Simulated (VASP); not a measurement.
# BeSe (F-43m) in VASP: a series of runs, part 2 of 2

VASP 6.6.1. The steps go on from the part before.

## Step 3: Single point, PBE (Se replaced by S, lengths x 0.958, strained and moved within the space group)

File INCAR:

```
  ALGO = Fast
  EDIFF = 1E-6
  ENCUT = 520
  GGA = PE
  ISIF = 2
  ISMEAR = 0
  LASPH = True
  LCHARG = True
  LELF = True
  LREAL = False
  LVHAR = True
  LWAVE = False
  NBANDS = 11
  NELM = 80
  PREC = Accurate
  SIGMA = 0.02
```

File KPOINTS:

```
k-points
0
Gamma
  8 8 8
```

File POSCAR:

```
BeS
1.0
    0.0000000000      2.4979805500      2.4979805500
    2.4979805500      0.0000000000      2.4979805500
    2.4979805500      2.4979805500      0.0000000000
Be S
1 1
Direct
    0.0000000000      0.0000000000      0.0000000000
    0.7500000000      0.7500000000      0.7500000000
```

Potentials or basis: VASP PAW PBE potentials, release 64 (Be, S).

Launch:

```bash
$ cat potpaw_PBE.64/Be/POTCAR potpaw_PBE.64/S/POTCAR > POTCAR
$ mpirun -np 1 vasp_std > vasp.out
```

OUTCAR:

```text
EDIFF = 1E-6
   ENCUT = 520
   GGA = PE
   ISIF = 2
   ISMEAR = 0
   LASPH = True
   LREAL = False
   NELM = 80
   PREC = Accurate

 ion  position               nearest neighbor table
   1  0.000  0.000  0.000-   2 2.16   2 2.16   2 2.16   2 2.16
   2  0.750  0.750  0.750-   1 2.16   1 2.16   1 2.16   1 2.16

  LATTYP: Found a face centered cubic cell.
 ALAT       =     4.9959611000

  Lattice vectors:

 A1 = (   0.0000000000,   2.4979805500,   2.4979805500)
 A2 = (   2.4979805500,   0.0000000000,   2.4979805500)
 A3 = (   2.4979805500,   2.4979805500,   0.0000000000)

Analysis of symmetry for initial positions (statically):
=====================================================================
 Subroutine PRICEL returns:
 Original cell was already a primitive cell.

 Routine SETGRP: Setting up the symmetry group for a
 face centered cubic supercell.

 Subroutine GETGRP returns: Found 24 space group operations
 (whereof 24 operations were pure point group operations)
 out of a pool of 48 trial point group operations.

The static configuration has the point symmetry T_d .

Analysis of symmetry for dynamics (positions and initial velocities):
=====================================================================
 Subroutine PRICEL returns:
 Original cell was already a primitive cell.

 Routine SETGRP: Setting up the symmetry group for a
 face centered cubic supercell.

 Subroutine GETGRP returns: Found 24 space group operations
 (whereof 24 operations were pure point group operations)
 out of a pool of 48 trial point group operations.

The dynamic configuration has the point symmetry T_d .

 Subroutine INISYM returns: Found 24 space group operations
 (whereof 24 operations are pure point group operations),
 and found     1 'primitive' translations

----------------------------------------------------------------------------------------

                                     Primitive cell

  volume of cell :      31.1743
[... 113 lines left out ...]
   LORBIT       =      0    0 simple, 1 ext, 2 COOP (PROOUT), +10 PAW based schemes
   GGA     = PE    functional components
   LHFCALC =     F    Hartree Fock is set to
   AEXX    =    0.0000 exact exchange contribution
   IVDW    =     0    specifies the selected vdW correction
   LEPSILON=     F    determine dielectric tensor
   LRPA    =     F    only Hartree local field effects (RPA)
 non-spin polarized calculation
 RMM-DIIS sequential band-by-band and
 Gauss-broadening in eV      SIGMA  =   0.02
  energy-cutoff  :      520.00
  volume of cell :       31.17
 maximum number of plane-waves:       869
 NGX is ok and might be reduce to    28
   NGX = 13   NGY = 13   NGZ = 13

 number of electron       8.0000001 magnetization

 Free energy of the ion-electron system (eV)
  ---------------------------------------------------
  ext. energy  EPLUGINS =         0.00000000
  ---------------------------------------------------
  free energy    TOTEN  =        -9.97129406 eV

  energy without entropy =       -9.97129406  energy(sigma->0) =       -9.97129406

 E-fermi :   3.4577     XC(G=0):  -9.3672

 val. band max:        3.2955903999   @ k =   0.0000   0.0000   0.0000
 cond. band min:       6.5875867715   @ k =   0.5000   0.5000   0.0000
 fundamental gap:      3.2919963715
 Fermi energy:         3.4576895941

 k-point     1 :       0.0000    0.0000    0.0000
  band No.  band energies     occupation
      1      -9.8312      2.00000
      2       3.2956      2.00000
      3       3.2956      2.00000
      4       3.2956      2.00000
      5       8.4528      0.00000
      6       8.9844      0.00000
      7       8.9844      0.00000
      8       8.9844      0.00000
      9      15.9301      0.00000
     10      15.9301      0.00000
     11      17.4823      0.00000
[... 309 lines left out ...]
 k-point    24 :      -0.3750    0.2500    0.1250
  band No.  band energies     occupation
      1      -8.2199      2.00000
      2      -1.4561      2.00000
      3       0.7909      2.00000
      4       1.6763      2.00000
      5       9.4210      0.00000
      6       9.6410      0.00000
      7      12.0243      0.00000
      8      13.3840      0.00000
      9      14.4113      0.00000
     10      18.0743      0.00000
     11      18.5722      0.00000

 [... further k-points ...]
[... 5 lines left out ...]
  --------------------------------------------------------------------------------------
  -------------------------------------------------------------------------------------
  Total       -1.1447963     -1.1447963     -1.1447963     -0.0000000     -0.0000000      0.0000000
  in kB      -58.8357978    -58.8357978    -58.8357978     -0.0000000     -0.0000000      0.0000000
  external PRESSURE =     -58.8357978 kB  Pullay stress =       0.0000000 kB

 VOLUME and BASIS-vectors are now :
 -----------------------------------------------------------------------------
  energy-cutoff  :      520.00
  volume of cell :       31.17
      direct lattice vectors                 reciprocal lattice vectors
     0.000000000  2.497980550  2.497980550    -0.200161687  0.200161687  0.200161687
     2.497980550  0.000000000  2.497980550     0.200161687 -0.200161687  0.200161687
     2.497980550  2.497980550  0.000000000     0.200161687  0.200161687 -0.200161687

 POSITION                                       TOTAL-FORCE (eV/Angst)
 -----------------------------------------------------------------------------------
      0.00000      0.00000      0.00000         0.000000      0.000000      0.000000
      3.74697      3.74697      3.74697        -0.000000     -0.000000     -0.000000
 -----------------------------------------------------------------------------------
    total drift:                               -0.000000     -0.000000     -0.000000

  FREE ENERGIE OF THE ION-ELECTRON SYSTEM (eV)
  ---------------------------------------------------
  free  energy   TOTEN  =        -9.9712940603 eV

  energy  without entropy=       -9.9712940603  energy(sigma->0) =       -9.97129406
```

stdout:

```text
POSCAR found type information on POSCAR BeS
 POSCAR found :  2 types and       2 ions
 scaLAPACK will be used
 LDA part: xc-table for (Slater+PW92), standard interpolation
 POSCAR, INCAR and KPOINTS ok, starting setup
 FFT: planning ... GRIDC
 FFT: planning ... GRID_SOFT
 FFT: planning ... GRID
 WAVECAR not read
 entering main loop
```

Run time: 5.2 s. Hardware: 1 thread of Intel Xeon 6975P-C (Granite Rapids), shared host; peak memory 0.14 GiB.

Results:

```
Free energy            : -9.9713 eV
Pressure               : -5.9 GPa
Band gap on the k mesh : 3.29 eV, indirect (least direct gap 5.16 eV)
```

## Step 4: Single point, PBE (strained and moved within the space group)

File INCAR:

```
SYSTEM = BeSe
ALGO = Normal
EDIFF = 1E-6
ENCUT = 520
GGA = PE
ISIF = 2
ISMEAR = 0
LASPH = .TRUE.
LCHARG = .FALSE.
LREAL = .FALSE.
LWAVE = .FALSE.
NBANDS = 11
NELM = 80
PREC = Accurate
SIGMA = 0.02
```

File KPOINTS:

```
k-points
0
G
  8 8 8
  0 0 0
```

File POSCAR:

```
BeSe
1.0
    0.0000000000      2.6142441000      2.6142441000
    2.6142441000      0.0000000000      2.6142441000
    2.6142441000      2.6142441000      0.0000000000
Be Se
1 1
Direct
    0.0000000000      0.0000000000      0.0000000000
    0.7500000000      0.7500000000      0.7500000000
```

Potentials or basis: VASP PAW PBE potentials, release 64 (Be, Se).

Launch:

```bash
$ cat potpaw_PBE.64/Be/POTCAR potpaw_PBE.64/Se/POTCAR > POTCAR
$ mpirun -np 1 vasp_std > vasp.out
```

It took 5 s on 1 thread of Intel Xeon 6975P-C (Granite Rapids), shared host; peak memory 0.16 GiB.

Results (log left out):

```yaml
Free_energy: -8.8535 eV
Pressure: -1.9 GPa
Band_gap_on_the_k_mesh: 2.72 eV, indirect (least direct gap 4.01 eV)
```

Levels at points of the mesh, in eV from the valence-band top:
```csv
k point,band 2,band 3,band 4,band 5,band 6,band 7
"(0.00, 0.00, 0.00)",0.00,0.00,0.00,4.01,5.01,5.01
"(0.50, 0.00, 0.00)",-5.40,-1.01,-1.01,4.16,5.96,5.96
"(0.50, 0.50, 0.00)",-4.83,-2.49,-2.49,2.72,4.22,11.32
```

A k mesh can miss the band edges.

## Step 5: Single point, PBE (strained and moved within a subgroup)

File INCAR:

```
PREC = Accurate ; ENCUT = 520
EDIFF = 1E-6 ; ISMEAR = 0
SIGMA = 0.02 ; LREAL = F
LASPH = T ; NELM = 80
ALGO = Normal ; ISIF = 2
LWAVE = F ; LCHARG = F
GGA = PE ; NBANDS = 11
```

File KPOINTS:

```
Automatic mesh
0
Gamma
  8 8 8
```

File POSCAR:

```
BeSe
1.0
    0.0000000000      2.5862830500      2.5862830500
    2.5862830500      0.0000000000      2.5862830500
    2.5862830500      2.5862830500      0.0000000000
Be Se
1 1
Direct
    0.0000000000      0.0000000000      0.0000000000
    0.7500000000      0.7500000000      0.7500000000
```

Launch:

```bash
$ cat potpaw_PBE.64/Be/POTCAR potpaw_PBE.64/Se/POTCAR > POTCAR
$ mpirun -np 1 vasp_std > vasp.out
```

It took 4.9 s on 1 thread of Intel Xeon 6975P-C (Granite Rapids), shared host; peak memory 0.15 GiB.

The run converged. Its results:

| Property | Result |
| --- | --- |
| Free energy | -8.8590 eV |
| Pressure | 0.4 GPa |
| Band gap on the k mesh | 2.66 eV, indirect (least direct gap 4.24 eV) |

Levels at points of the mesh, in eV from the valence-band top:
```
           k point  band 2  band 3  band 4  band 5  band 6  band 7
(0.00, 0.00, 0.00)    0.00    0.00    0.00    4.24    5.01    5.01
(0.50, 0.00, 0.00)   -5.60   -1.05   -1.05    4.27    5.96    5.96
(0.50, 0.50, 0.00)   -4.99   -2.60   -2.60    2.66    4.21   11.57
```

A k mesh can miss the band edges.

## Step 6: Single point, PBE

File INCAR:

```
PREC = Accurate
ENCUT = 520
EDIFF = 1E-7
ISMEAR = 0
SIGMA = 0.1
LREAL = False
LASPH = True
NELM = 80
ALGO = Normal
ISIF = 2
LWAVE = False
LCHARG = False
GGA = PE
NBANDS = 11
```

File KPOINTS:

```
regular mesh
0
Gamma
  6 6 6
```

File POSCAR:

```
BeSe
1.0
    0.0000000000      2.5350000000      2.5350000000
    2.5350000000      0.0000000000      2.5350000000
    2.5350000000      2.5350000000      0.0000000000
Be Se
1 1
Direct
    0.0000000000      0.0000000000      0.0000000000
    0.7500000000      0.7500000000      0.7500000000
```

Potentials or basis: VASP PAW PBE potentials, release 64 (Be, Se).

Launch:

```bash
$ cat potpaw_PBE.64/Be/POTCAR potpaw_PBE.64/Se/POTCAR > POTCAR
$ mpirun -np 1 vasp_std > vasp.out
```

OUTCAR:

```text
PREC = Accurate
   ENCUT = 520
   EDIFF = 1E-7
   ISMEAR = 0
   LREAL = False
   LASPH = True
   NELM = 80
   ISIF = 2
   GGA = PE

 ion  position               nearest neighbor table
   1  0.000  0.000  0.000-   2 2.20   2 2.20   2 2.20   2 2.20
   2  0.750  0.750  0.750-   1 2.20   1 2.20   1 2.20   1 2.20

  LATTYP: Found a face centered cubic cell.
 ALAT       =     5.0700000000

  Lattice vectors:

 A1 = (   0.0000000000,   2.5350000000,   2.5350000000)
[... 400 lines left out ...]

------------------------ aborting loop because EDIFF is reached ----------------------------------------

  FORCE on cell =-STRESS in cart. coord.  units (eV):
  Direction    XX          YY          ZZ          XY          YZ          ZX
  --------------------------------------------------------------------------------------
  -------------------------------------------------------------------------------------
  Total        1.1466969      1.1466969      1.1466969      0.0000000      0.0000000      0.0000000
  in kB       56.3891199     56.3891199     56.3891199      0.0000000      0.0000000      0.0000000
  external PRESSURE =      56.3891199 kB  Pullay stress =       0.0000000 kB

 VOLUME and BASIS-vectors are now :
 -----------------------------------------------------------------------------
  energy-cutoff  :      520.00
  volume of cell :       32.58
      direct lattice vectors                 reciprocal lattice vectors
     0.000000000  2.535000000  2.535000000    -0.197238659  0.197238659  0.197238659
     2.535000000  0.000000000  2.535000000     0.197238659 -0.197238659  0.197238659
     2.535000000  2.535000000  0.000000000     0.197238659  0.197238659 -0.197238659

 POSITION                                       TOTAL-FORCE (eV/Angst)
 -----------------------------------------------------------------------------------
      0.00000      0.00000      0.00000         0.000000      0.000000      0.000000
      3.80250      3.80250      3.80250        -0.000000     -0.000000     -0.000000
 -----------------------------------------------------------------------------------
    total drift:                               -0.000000     -0.000000     -0.000000

  FREE ENERGIE OF THE ION-ELECTRON SYSTEM (eV)
  ---------------------------------------------------
  free  energy   TOTEN  =        -8.8183454869 eV

  energy  without entropy=       -8.8183454869  energy(sigma->0) =       -8.81834549
```

Wall time 15 s (1 thread of Intel Xeon Platinum 8175M at 2.50GHz (Skylake/Cascade Lake), shared host); peak memory 0.15 GiB.

Results:

* Free energy: -8.8183 eV
* Pressure: 5.6 GPa
* Band gap on the k mesh: 2.52 eV, indirect (least direct gap 4.69 eV)

Levels at points of the mesh, in eV from the valence-band top:
```
           k point  band 1  band 2  band 3  band 4  band 5  band 6  band 7  band 8  band 9
(0.00, 0.00, 0.00)  -14.09    0.00    0.00    0.00    4.69    5.00    5.00    5.00   12.26
(0.50, 0.00, 0.00)  -12.63   -6.00   -1.14   -1.14    4.49    5.97    5.97   10.12   13.85
(0.50, 0.50, 0.00)  -12.13   -5.31   -2.82   -2.82    2.52    4.17   12.06   12.06   15.20
```

A k mesh can miss the band edges. A hybrid or GW would open this gap; PBE tends to underestimate it.

## Step 7: Overview

| potentials or basis | cell | k mesh | smearing | gap on the mesh (eV) | pressure (GPa) |
| --- | --- | --- | --- | --- | --- |
| VASP PAW PBE potentials, release 64 (Be, Se) | strained and moved within the space group | 8 × 8 × 8 | gaussian 0.02 eV | 2.72 | -1.9 |
| VASP PAW PBE potentials, release 64 (Be, S) | Se replaced by S, lengths x 0.958, strained and moved within the space group | 8 × 8 × 8 | gaussian 0.02 eV | 3.29 | -5.9 |
| VASP PAW PBE potentials, release 64 (Be, Se) | strained and moved within a subgroup | 8 × 8 × 8 | gaussian 0.02 eV | 2.66 | 0.4 |
| VASP PAW PBE potentials, release 64 (Be, Se) | as given | 6 × 6 × 6 | gaussian 0.1 eV | 2.52 | 5.6 |

Alike in all rows: task single point; level PBE; no spin polarisation; cutoff (eV) 520.

Total energies depend on the potentials used, so only differences within one code and one set of settings carry meaning.
